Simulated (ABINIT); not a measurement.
# C (Pm-3m) in ABINIT: a series of runs, part 2 of 2

ABINIT 10.8.3 (patched build). The steps go on from the part before.

## (3) Single point, WC (cell relaxed)

The input, run.abi:

```
# Pseudopotentials
pp_dirpath "./"
pseudos "C.upf"

# Structure
acell 2.63130083 2.63130083 2.63130083 Angstrom
rprim
     1.0000000000     0.0000000000     0.0000000000
     0.0000000000     1.0000000000     0.0000000000
     0.0000000000     0.0000000000     1.0000000000
ntypat 1
znucl 6
natom 3
typat 1 1 1
xred
     0.0000000000     0.5000000000     0.5000000000
     0.5000000000     0.0000000000     0.5000000000
     0.5000000000     0.5000000000     0.0000000000
chkprim 0
chksymtnons 0
tolsym 1.0e-6

# Plane-wave basis
ecut 41.0

# k points
kptopt 1
ngkpt 8 8 8
nshiftk 1
shiftk 0.0 0.0 0.0

# Exchange and correlation
ixc 23

# Bands and occupations
nband 10
occopt 3
tsmear 0.05 eV

# SCF cycle
nstep 100
tolvrs 1.0e-10

# Output
iomode 3
prtwf 0
prtden 0
prteig 0
prtebands 0
enunit 2
```

Potentials or basis: PseudoDojo NC SR PBEsol v0.4.1 standard.

The run is started by

```
$ abinit run.abi > log 2>&1
```

run.abo:

```text
.Version 10.8.3 of ABINIT
 Symmetries : space group Pm -3 m (#221); Bravais cP (primitive cubic)
================================================================================
 Values of the parameters that define the memory need of the present run
     intxc =       0    ionmov =       0      iscf =       7    lmnmax =       4
     lnmax =       4     mgfft =      30  mpssoang =       2    mqgrid =    3001
     natom =       3  nloc_mem =       1    nspden =       1   nspinor =       1
    nsppol =       1      nsym =      48    n1xccc =    2501    ntypat =       1
    occopt =       3   xclevel =       2
       mpw =        1556          nfft =       27000          nkpt =          35
================================================================================
================================================================================

--------------------------------------------------------------------------------
------------- Echo of variables that govern the present computation ------------
--------------------------------------------------------------------------------
 -outvars: echo values of preprocessed input variables --------
            acell      4.9724379236E+00  4.9724379236E+00  4.9724379236E+00 Bohr
              amu      1.20110000E+01
          chkprim           0
      chksymtnons           0
             ecut      4.10000000E+01 Hartree
           enunit           2
              ixc          23
         kptrlatt        8    0    0      0    8    0      0    0    8
          kptrlen      3.97795034E+01
            natom           3
            nband          10
            ngfft          30      30      30
             nkpt          35
            nstep         100
             nsym          48
           ntypat           1
           occopt           3
           prtden           0
        prtebands           0
           prteig           0
            prtwf           0
          spgroup         221
           tolsym      1.00000000E-06
           tolvrs      1.00000000E-10
           tsmear      1.83746611E-03 Hartree
            typat      1  1  1
           xangst      0.0000000000E+00  1.3156504150E+00  1.3156504150E+00
                       1.3156504150E+00  0.0000000000E+00  1.3156504150E+00
                       1.3156504150E+00  1.3156504150E+00  0.0000000000E+00
            xcart      0.0000000000E+00  2.4862189618E+00  2.4862189618E+00
                       2.4862189618E+00  0.0000000000E+00  2.4862189618E+00
                       2.4862189618E+00  2.4862189618E+00  0.0000000000E+00
             xred      0.0000000000E+00  5.0000000000E-01  5.0000000000E-01
                       5.0000000000E-01  0.0000000000E+00  5.0000000000E-01
                       5.0000000000E-01  5.0000000000E-01  0.0000000000E+00
            znucl        6.00000

================================================================================

 chkinp: Checking input parameters for consistency.

================================================================================
== DATASET  1 ==================================================================

--- !DatasetInfo
iteration_state: {dtset: 1, }
dimensions: {natom: 3, nkpt: 35, mband: 10, nsppol: 1, nspinor: 1, nspden: 1, mpw: 1556, }
cutoff_energies: {ecut:  41.0, pawecutdg:  -1.0, }
electrons: {nelect:   1.20000000E+01, charge:   0.00000000E+00, occopt:   3.00000000E+00, tsmear:   1.83746611E-03, }
meta: {optdriver: 0, ionmov: 0, optcell: 0, iscf: 7, paral_kgb: 0, }
...

 Exchange-correlation functional for the present dataset will be:
  GGA: Wu Cohen functional - ixc=23
  Z. Wu and R. E. Cohen, PRB 73, 235116 (2006)

[... 57 lines left out ...]
- [  6.64675122E-06,   0.00000000E+00,   0.00000000E+00, ]
- [  0.00000000E+00,   6.64675122E-06,   0.00000000E+00, ]
- [  0.00000000E+00,   0.00000000E+00,   6.64675122E-06, ]
pressure_GPa:  -1.9555E-01
xred      :
- [  0.0000E+00,   5.0000E-01,   5.0000E-01,  C]
- [  5.0000E-01,   0.0000E+00,   5.0000E-01,  C]
- [  5.0000E-01,   5.0000E-01,   0.0000E+00,  C]
cartesian_forces: # hartree/bohr
- [ -0.00000000E+00,  -0.00000000E+00,  -0.00000000E+00, ]
- [ -0.00000000E+00,  -0.00000000E+00,  -0.00000000E+00, ]
- [ -0.00000000E+00,  -0.00000000E+00,  -0.00000000E+00, ]
force_length_stats: {min:   0.00000000E+00, max:   0.00000000E+00, mean:   0.00000000E+00, }
...

 Integrated electronic density in atomic spheres:
 ------------------------------------------------
 Atom  Sphere_radius  Integrated_density
    1        2.00000          3.89141700
    2        2.00000          3.89141700
    3        2.00000          3.89141700
================================================================================

 ----iterations are completed or convergence reached----

 Mean square residual over all n,k,spin=   37.788E-07; max=  20.257E-05
 reduced coordinates (array xred) for    3 atoms
       0.000000000000      0.500000000000      0.500000000000
       0.500000000000      0.000000000000      0.500000000000
       0.500000000000      0.500000000000      0.000000000000
 rms dE/dt=  0.0000E+00; max dE/dt=  0.0000E+00; dE/dt below (all hartree)
    1       0.000000000000      0.000000000000      0.000000000000
    2       0.000000000000      0.000000000000      0.000000000000
    3       0.000000000000      0.000000000000      0.000000000000

 cartesian coordinates (angstrom) at end:
    1      0.00000000000000     1.31565041500000     1.31565041500000
    2      1.31565041500000     0.00000000000000     1.31565041500000
    3      1.31565041500000     1.31565041500000     0.00000000000000

 cartesian forces (hartree/bohr) at end:
    1     -0.00000000000000    -0.00000000000000    -0.00000000000000
    2     -0.00000000000000    -0.00000000000000    -0.00000000000000
    3     -0.00000000000000    -0.00000000000000    -0.00000000000000
 frms,max,avg= 0.0000000E+00 0.0000000E+00   0.000E+00  0.000E+00  0.000E+00 h/b

 cartesian forces (eV/Angstrom) at end:
    1     -0.00000000000000    -0.00000000000000    -0.00000000000000
    2     -0.00000000000000    -0.00000000000000    -0.00000000000000
    3     -0.00000000000000    -0.00000000000000    -0.00000000000000
 frms,max,avg= 0.0000000E+00 0.0000000E+00   0.000E+00  0.000E+00  0.000E+00 e/A
 length scales=  4.972437923574  4.972437923574  4.972437923574 bohr
              =  2.631300830000  2.631300830000  2.631300830000 angstroms
 Fermi (or HOMO) energy (hartree) =   0.40774   Average Vxc (hartree)=  -0.49940
 Eigenvalues (hartree) for nkpt=  35  k points:
 kpt#   1, nband= 10, wtk=  0.00195, kpt=  0.0000  0.0000  0.0000 (reduced coord)
  -0.41883    0.12134    0.12134    0.12134    0.30373    0.30373    0.56700    0.56700
   0.56700    0.61713
      occupation numbers for kpt#   1
   2.00000    2.00000    2.00000    2.00000    2.00000    2.00000    0.00000    0.00000
   0.00000    0.00000
 prteigrs : prtvol=0 or 1, do not print more k-points.

 Fermi (or HOMO) energy (eV) =  11.09510   Average Vxc (eV)= -13.58925
 Eigenvalues (   eV  ) for nkpt=  35  k points:
 kpt#   1, nband= 10, wtk=  0.00195, kpt=  0.0000  0.0000  0.0000 (reduced coord)
 -11.39687    3.30174    3.30174    3.30174    8.26479    8.26479   15.42888   15.42888
  15.42888   16.79297
 prteigrs : prtvol=0 or 1, do not print more k-points.

--- !EnergyTerms
iteration_state     : {dtset: 1, }
comment             : Components of total free energy in Hartree
kinetic             :  1.14810806600418E+01
hartree             :  1.00226996603994E+00
xc                  : -6.21240937309929E+00
Ewald energy        : -1.93177219098649E+01
psp_core            :  1.27348263364372E+00
local_psp           : -5.59272572674966E+00
non_local_psp       : -2.87876748889864E-01
internal            : -1.76539004988783E+01
'-kT*entropy'       : -2.94136020820908E-04
total_energy        : -1.76541946348991E+01
total_energy_eV     : -4.80395109071964E+02
band_energy         :  8.05782747562898E-01
...

 Cartesian components of stress tensor (hartree/bohr^3)
  sigma(1 1)=  6.64675122E-06  sigma(3 2)=  0.00000000E+00
  sigma(2 2)=  6.64675122E-06  sigma(3 1)=  0.00000000E+00
  sigma(3 3)=  6.64675122E-06  sigma(2 1)=  0.00000000E+00

-Cartesian components of stress tensor (GPa)         [Pressure= -1.9555E-01 GPa]
- sigma(1 1)=  1.95554172E-01  sigma(3 2)=  0.00000000E+00
- sigma(2 2)=  1.95554172E-01  sigma(3 1)=  0.00000000E+00
- sigma(3 3)=  1.95554172E-01  sigma(2 1)=  0.00000000E+00

== END DATASET(S) ==============================================================
================================================================================

 -outvars: echo values of variables after computation  --------
            acell      4.9724379236E+00  4.9724379236E+00  4.9724379236E+00 Bohr
           etotal     -1.7654194635E+01
            fcart     -0.0000000000E+00 -0.0000000000E+00 -0.0000000000E+00
                      -0.0000000000E+00 -0.0000000000E+00 -0.0000000000E+00
                      -0.0000000000E+00 -0.0000000000E+00 -0.0000000000E+00
           strten      6.6467512151E-06  6.6467512151E-06  6.6467512151E-06
                       0.0000000000E+00  0.0000000000E+00  0.0000000000E+00
           xangst      0.0000000000E+00  1.3156504150E+00  1.3156504150E+00
                       1.3156504150E+00  0.0000000000E+00  1.3156504150E+00
                       1.3156504150E+00  1.3156504150E+00  0.0000000000E+00
             xred      0.0000000000E+00  5.0000000000E-01  5.0000000000E-01
                       5.0000000000E-01  0.0000000000E+00  5.0000000000E-01
                       5.0000000000E-01  5.0000000000E-01  0.0000000000E+00
 Calculation completed.
```

Run time: 9.4 s. Hardware: 1 thread of Intel Xeon Platinum 8488C (Sapphire Rapids), shared host; peak memory 0.07 GiB.

What came out:

```yaml
Free_energy: -480.3951 eV
Pressure: -0.2 GPa
Band_gap_on_the_k_mesh: none (metal or under the smearing width)
Valence_electrons_inside_the_program's_atomic_spheres: C 3.89 (radii [1.0584] Å)
```

Caveat: the potentials were made for another functional, which shifts forces and pressure.
